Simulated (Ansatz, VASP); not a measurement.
# PbSe (Clausthalite) in two plane-wave programs

Wanted: the spread between two codes on one cell, functional and k mesh.

Program: Ansatz 0.2.0. Level of theory: plane waves, with VASP 6.6.1 beside it; band structure at PBE0. Results are calculated unless marked as measured.

## 1. Set-up

It takes space group Fm-3m (No. 225, cubic). Conventional cell: a = 6.121 Å, b = 6.121 Å, c = 6.121 Å, α = 90.00°, β = 90.00°, γ = 90.00°. Pb has 6 Se at 3.06 Å nearest. Nearest to Se lie 6 Pb at 3.06 Å. Farther neighbours and most contacts between anions are not listed.

Structure file:

```cif
data_structure
_symmetry_space_group_name_H-M 'P 1'
_symmetry_Int_Tables_number 1
_cell_length_a 4.3284
_cell_length_b 4.3284
_cell_length_c 4.3284
_cell_angle_alpha 60.000
_cell_angle_beta 60.000
_cell_angle_gamma 60.000
_cell_volume 57.34
loop_
_atom_site_label
_atom_site_type_symbol
_atom_site_fract_x
_atom_site_fract_y
_atom_site_fract_z
_atom_site_occupancy
Pb1 Pb 0.00000 0.00000 0.00000 1
Se2 Se 0.50000 0.50000 0.50000 1
```

## 2. VASP: band structure, PBE0

The same path points are solved in both programs, so levels can be compared one by one.

Lines of VASP's logs that name or quote its potential files are left out, and so is its time.

The run reads the wave functions of an earlier VASP run, which isn't shown here.

The input, INCAR:

```
SYSTEM = PbSe
PREC = Accurate
ENCUT = 400
EDIFF = 1E-06
NELM = 100
ISMEAR = 0
SIGMA = 0.02
LREAL = .FALSE.
ALGO = Normal
LHFCALC = .TRUE.
AEXX = 0.25
GGA = PE
LASPH = .TRUE.
NBANDS = 16
PRECFOCK = Fast
HFRCUT = -1
LORBIT = 11
LWAVE = .FALSE.
LCHARG = .FALSE.
KPAR = 4
```

The input, POSCAR:

```
PbSe
1.0
    0.0000000000      3.0606500000      3.0606500000
    3.0606500000      0.0000000000      3.0606500000
    3.0606500000      3.0606500000      0.0000000000
Pb Se
1 1
Direct
    0.0000000000      0.0000000000      0.0000000000
    0.5000000000      0.5000000000      0.5000000000
```

The input, KPOINTS:

```
Automatic mesh
0
Gamma
4 4 4
0 0 0
```

The input, KPOINTS_OPT:

```
Line mode
6
Line-mode
Reciprocal
  0.00000000   0.00000000   0.00000000 GAMMA
  0.50000000   0.00000000   0.50000000 X

  0.50000000   0.00000000   0.50000000 X
  0.50000000   0.25000000   0.75000000 W

  0.50000000   0.25000000   0.75000000 W
  0.37500000   0.37500000   0.75000000 K

  0.37500000   0.37500000   0.75000000 K
  0.00000000   0.00000000   0.00000000 GAMMA

  0.00000000   0.00000000   0.00000000 GAMMA
  0.50000000   0.50000000   0.50000000 L

  0.50000000   0.50000000   0.50000000 L
  0.62500000   0.25000000   0.62500000 U

  0.62500000   0.25000000   0.62500000 U
  0.50000000   0.25000000   0.75000000 W

  0.50000000   0.25000000   0.75000000 W
  0.50000000   0.50000000   0.50000000 L

  0.50000000   0.50000000   0.50000000 L
  0.37500000   0.37500000   0.75000000 K

  0.62500000   0.25000000   0.62500000 U
  0.50000000   0.00000000   0.50000000 X
```

PAW data sets: Pb_d and Se (PBE family, release 64).

The run is started by

```
$ mpirun -np 4 vasp_std
```

Numbers of over 12 decimals in the logs are rounded to 6 here.

The program printed:

```text
[banner, memory and clock lines left out]
running    4 mpi-ranks, on    1 nodes
 distrk:  each k-point on    1 cores,    4 groups
 distr:  one band on    1 cores,    1 groups

 POSCAR found type information on POSCAR PbSe
 POSCAR found :  2 types and       2 ions
 LDA part: xc-table for (Slater+PW92), standard interpolation
 found WAVECAR, reading the header
 POSCAR, INCAR and KPOINTS ok, starting setup
 FFT: planning ... GRIDC
 FFT: planning ... GRID_SOFT
 FFT: planning ... GRID
 HFRCUT set to (new)   9.568726
 reading WAVECAR
 the WAVECAR file was read successfully
 initial charge from wavefunction
 entering main loop
       N       E                     dE             d eps       ncg     rms          rms(c)
DAV:   1    -0.107021043558E+02   -0.10702E+02   -0.54399E-01   272   0.806E+00    0.139E+00
DAV:   2    -0.107112713120E+02   -0.91670E-02   -0.36994E-02   264   0.104E+00    0.905E-01
DAV:   3    -0.107094475297E+02    0.18238E-02   -0.26152E-03   360   0.520E-01    0.545E-01
DAV:   4    -0.107089561393E+02    0.49139E-03   -0.94583E-04   336   0.258E-01    0.310E-01
DAV:   5    -0.107088758177E+02    0.80322E-04   -0.23812E-04   344   0.128E-01    0.172E-01
DAV:   6    -0.107088375839E+02    0.38234E-04   -0.25020E-05   344   0.562E-02    0.923E-02
DAV:   7    -0.107088221687E+02    0.15415E-04   -0.10174E-05   328   0.293E-02    0.467E-02
DAV:   8    -0.107088180875E+02    0.40812E-05   -0.38219E-06   320   0.140E-02    0.227E-02
DAV:   9    -0.107088171388E+02    0.94865E-06   -0.92408E-07   216   0.704E-03
   1 F= -.10708817E+02 E0= -.10708817E+02  d E =-.462713E-28
 Start KPOINTS_OPT (optional k-point list driver)
k-point batch [1-8\60]
       N       E                     dE             ncg
DAV:   1     0.133626484188E+03   -0.26342E+04      272
DAV:   2    -0.119644613252E+04   -0.13301E+04      272
DAV:   3    -0.129406231270E+04   -0.97616E+02      336
DAV:   4    -0.129684784340E+04   -0.27855E+01      368
DAV:   5    -0.129693567339E+04   -0.87830E-01      392
DAV:   6    -0.129693880005E+04   -0.31267E-02      384
DAV:   7    -0.129693883435E+04   -0.34299E-04      376
DAV:   8    -0.129693883469E+04   -0.33512E-06      272
[...]
k-point batch [57-60\60]
       N       E                     dE             ncg
DAV:   1     0.254173830941E+04   -0.23847E+04      128
DAV:   2     0.190267390222E+04   -0.63906E+03      136
DAV:   3     0.185653586767E+04   -0.46138E+02      160
DAV:   4     0.185534909879E+04   -0.11868E+01      192
DAV:   5     0.185531032302E+04   -0.38776E-01      200
DAV:   6     0.185530889026E+04   -0.14328E-02      208
DAV:   7     0.185530887462E+04   -0.15643E-04      192
DAV:   8     0.185530887448E+04   -0.14324E-06      144
```

OUTCAR, selected parts (step 2):

```text
ion  position               nearest neighbor table
   1  0.000  0.000  0.000-   2 3.06   2 3.06   2 3.06   2 3.06   2 3.06   2 3.06
   2  0.500  0.500  0.500-   1 3.06   1 3.06   1 3.06   1 3.06   1 3.06   1 3.06

  LATTYP: Found a face centered cubic cell.
 ALAT       =     6.1213000000

 Subroutine GETGRP returns: Found 48 space group operations
 (whereof 48 operations were pure point group operations)

The static configuration has the point symmetry O_h .

 Found      8 irreducible k-points:

   k-points           NKPTS =      8   k-points in BZ     NKDIM =     64   number of bands    NBANDS=     16

   dimension x,y,z NGX =    28 NGY =   28 NGZ =   28
   dimension x,y,z NGXF=    56 NGYF=   56 NGZF=   56

   ENCUT  =  400.0 eV  29.40 Ry    5.42 a.u.   7.06  7.06  7.06*2*pi/ulx,y,z

   NELECT =      20.0000    total number of electrons

 k-points in reciprocal lattice and weights: Automatic mesh
   0.00000000  0.00000000  0.00000000       0.016
   0.25000000  0.00000000  0.00000000       0.125
   0.50000000  0.00000000  0.00000000       0.062
   0.25000000  0.25000000  0.00000000       0.094
   0.50000000  0.25000000  0.00000000       0.375
  -0.25000000  0.25000000  0.00000000       0.188
   0.50000000  0.50000000  0.00000000       0.047
  -0.25000000  0.50000000  0.25000000       0.094

  exchange ACFDT corr.  =         0.00000000  see jH, gK, PRB 81, 115126

 average (electrostatic) potential at core
       1 -86.2209       2 -48.7225

 E-fermi :   4.6463

 k-point     1 :       0.0000    0.0000    0.0000
  band No.  band energies     occupation
    ...
      6     -10.7179      2.00000
      7      -2.2798      2.00000
      8       2.2114      2.00000
      9       2.2114      2.00000
     10       2.2114      2.00000
     11      10.6642      0.00000
     12      10.6642      0.00000
     13      10.6642      0.00000
     14      12.3007      0.00000
     15      12.3007      0.00000
    ...

 k-point     2 :       0.2500    0.0000    0.0000
  band No.  band energies     occupation
    ...
      6     -10.1675      2.00000
      7      -3.7957      2.00000
      8       2.4096      2.00000
      9       2.4096      2.00000
     10       3.3485      2.00000
     11       7.7535      0.00000
     12       8.5969      0.00000
     13       8.5969      0.00000
     14      12.3163      0.00000
     15      13.6047      0.00000
    ...

 k-point     3 :       0.5000    0.0000    0.0000
  band No.  band energies     occupation
    ...
      6      -9.5026      2.00000
      7      -5.2645      2.00000
      8       2.6771      2.00000
      9       2.6771      2.00000
     10       4.4940      2.00000
     11       5.7807      0.00000
     12       7.2696      0.00000
     13       7.2696      0.00000
     14      14.4652      0.00000
     15      16.2117      0.00000
    ...

  energy-cutoff  :      400.00
  volume of cell :       57.34
      direct lattice vectors                 reciprocal lattice vectors
     0.000000000  3.060650000  3.060650000    -0.163363991  0.163363991  0.163363991
     3.060650000  0.000000000  3.060650000     0.163363991 -0.163363991  0.163363991
     3.060650000  3.060650000  0.000000000     0.163363991  0.163363991 -0.163363991

 POSITION                                       TOTAL-FORCE (eV/Angst)
 -----------------------------------------------------------------------------------
      0.00000      0.00000      0.00000         0.000000      0.000000      0.000000
      3.06065      3.06065      3.06065        -0.000000     -0.000000     -0.000000
 -----------------------------------------------------------------------------------
    total drift:                               -0.000001     -0.000000     -0.000001

  FREE ENERGIE OF THE ION-ELECTRON SYSTEM (eV)
  ---------------------------------------------------
  free  energy   TOTEN  =       -10.7088171388 eV

  energy  without entropy=      -10.7088171388  energy(sigma->0) =      -10.70881714

 total charge
# of ion       s       p       d       tot
------------------------------------------
    1        1.518   0.487   9.847  11.852
    2        1.472   2.394   0.016   3.881
--------------------------------------------------
tot          2.990   2.881   9.862  15.733

[... 3 further parts left out ...]
```

Spin-orbit coupling is off here; with elements this heavy it splits and shifts levels by tenths of an eV or more.

[end of part 1 of 2]

[Lines on the potential files, build, host, timing and source positions are cut from VASP's logs without a mark.]

[Logs are printed without paths, hosts, clocks, repeated set-up lines and the standing remarks that a program may print on its own settings, such as how far it seeks lower states.]

[Hosts, paths, dates, database ids (printed as entryN), source tags and the programs' standing remarks are cut or masked in the printed files.]
